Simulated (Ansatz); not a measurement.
Density of states of CoSi$_{2}$ (Fm-3m, a = 5.360 Å, b = 5.360 Å, c = 5.360 Å, α = 90.00°, β = 90.00°, γ = 90.00°), in states per eV and primitive cell, averaged over bins of 0.3 eV. All numbers below come from DFT PBE, scalar-relativistic, plane waves, PAW (Ansatz).

Plane waves to 420 eV, a k mesh through Γ of 14×14×14 on the computed 3-atom cell and Gaussian smearing (0.10 eV); no spin polarisation.

The cell is relaxed at this level. The states (both spins) are summed by tetrahedra on a 21×21×21 mesh at the self-consistent density. Energies are bin centres; the table starts no lower than −8 eV and ends at 6 eV, or lower where the solved bands end.

It is a metal at this level.

```tsv
E − E_F (eV)	total	Co 3d	Si 3p	Si 3s	Co 4s
-7.90	0.75	0.07	0.24	0.41	0.01
-7.60	0.69	0.08	0.22	0.37	0.01
-7.30	0.66	0.10	0.21	0.34	0.01
-7.00	0.71	0.12	0.26	0.31	0.02
-6.70	0.81	0.16	0.32	0.31	0.02
-6.40	0.80	0.16	0.35	0.25	0.03
-6.10	0.75	0.14	0.40	0.17	0.03
-5.80	0.74	0.14	0.42	0.14	0.03
-5.50	0.82	0.17	0.50	0.12	0.03
-5.20	0.89	0.19	0.55	0.10	0.03
-4.90	1.02	0.24	0.63	0.10	0.04
-4.60	1.21	0.32	0.73	0.09	0.04
-4.30	1.59	0.50	0.93	0.09	0.05
-4.00	3.08	1.28	1.61	0.10	0.06
-3.70	3.02	1.42	1.45	0.08	0.03
-3.40	2.07	1.00	0.96	0.06	0.02
-3.10	1.59	0.82	0.65	0.06	0.03
-2.80	1.92	1.16	0.60	0.07	0.04
-2.50	1.49	1.01	0.38	0.04	0.03
-2.20	2.63	2.03	0.47	0.03	0.04
-1.90	4.83	4.13	0.43	0.04	0.11
-1.60	5.05	4.46	0.32	0.04	0.08
-1.30	3.00	2.50	0.27	0.05	0.09
-1.00	2.51	1.73	0.56	0.06	0.04
-0.70	2.79	1.70	0.86	0.05	0.03
-0.40	1.92	0.94	0.79	0.05	0.02
-0.10	1.18	0.53	0.50	0.05	0.01
0.20	0.85	0.34	0.37	0.04	0.01
0.50	0.64	0.23	0.28	0.05	0.00
0.80	0.54	0.16	0.21	0.10	0.00
1.10	0.33	0.09	0.16	0.03	0.00
1.40	0.35	0.09	0.13	0.07	0.00
1.70	0.92	0.39	0.16	0.30	0.00
2.00	1.44	0.56	0.32	0.45	0.01
2.30	2.12	0.61	0.68	0.64	0.02
2.60	1.73	0.39	0.66	0.51	0.01
2.90	0.74	0.17	0.29	0.17	0.02
3.20	0.46	0.09	0.13	0.04	0.10
3.50	1.27	0.27	0.58	0.11	0.12
3.80	2.73	0.55	1.40	0.26	0.15
4.10	1.73	0.26	0.88	0.17	0.12
4.40	1.44	0.19	0.74	0.17	0.09
4.70	1.12	0.13	0.59	0.17	0.06
```

The columns after the total are the Löwdin projections on the occupied valence shells of the potentials. The rest of the total lies in shells that are empty in the free atom, which aren't projected, and between the atoms.

A ferromagnetic start lost its moments in a first run, so spin was left out; other magnetic orders weren't tried.